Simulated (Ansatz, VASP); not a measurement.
## Two plane-wave programs on Cu

Contents of INCAR:

```
SYSTEM = Cu
ALGO = Normal
EDIFF = 1E-7
ENCUT = 520
GGA = PE
ISIF = 2
ISMEAR = 0
LASPH = .True.
LCHARG = .True.
LELF = .True.
LREAL = .False.
LVHAR = .True.
LWAVE = .False.
NBANDS = 12
NELM = 100
PREC = Accurate
SIGMA = 0.15
```

File KPOINTS:

```
k-points
0
Gamma
  22 22 22
  0 0 0
```

File POSCAR:

```
Cu
1.0
   -1.4241500000      1.4241500000      1.3129000000
    1.4241500000     -1.4241500000      1.3129000000
    1.4241500000      1.4241500000     -1.3129000000
Cu
1
Direct
    0.0000000000      0.0000000000      0.0000000000
```

Input for Ansatz:

```yaml
crystal:
  lattice:
    - [-1.42415, 1.42415, 1.3129]
    - [1.42415, -1.42415, 1.3129]
    - [1.42415, 1.42415, -1.3129]
  atoms:
    - { symbol: Cu, position: [0.0, 0.0, 0.0] }
basis:
  ecutwfc: 520.0
kpoints:
  mp_grid: { grid: [22, 22, 22] }
hamiltonian:
  xc: pbe
  pseudopotentials: { kind: paw, azcp: { folder: soft_1 } }
scf:
  occupations: { method: gaussian, width: 0.15 }
output:
  forces: true
  stress: true
  eigenvalues: true
```

Alike in both runs: task single point; functional PBE; k mesh 22 × 22 × 22; occupations gaussian, width 0.15 eV; no spin polarisation.

```csv
,VASP,Ansatz
version,VASP 6.6.1,Ansatz 0.2.0
potentials or method,"VASP PAW PBE potentials, release 64 (Cu)","scalar-relativistic, plane waves, PAW"
plane-wave cutoff (eV),520,520
valence electrons in the cell,11,19
```

VASP gave:

```
gap on the k mesh at the Fermi level (eV)       : none
pressure (GPa)                                  : 23.2
largest component of the traceless stress (GPa) : 0.98
```

Q: Which values does Ansatz return?

A: gap on the k mesh at the Fermi level (eV): none; pressure (GPa): 22.5; largest component of the traceless stress (GPa): 0.96.

A gap of «none» marks a metal or a gap that the smearing closes. The two sets of potentials don't hold the same shells in valence.

Caveats: so large a pressure means that the cell lies far from this level's equilibrium, or that cutoff or potentials fall short (VASP).
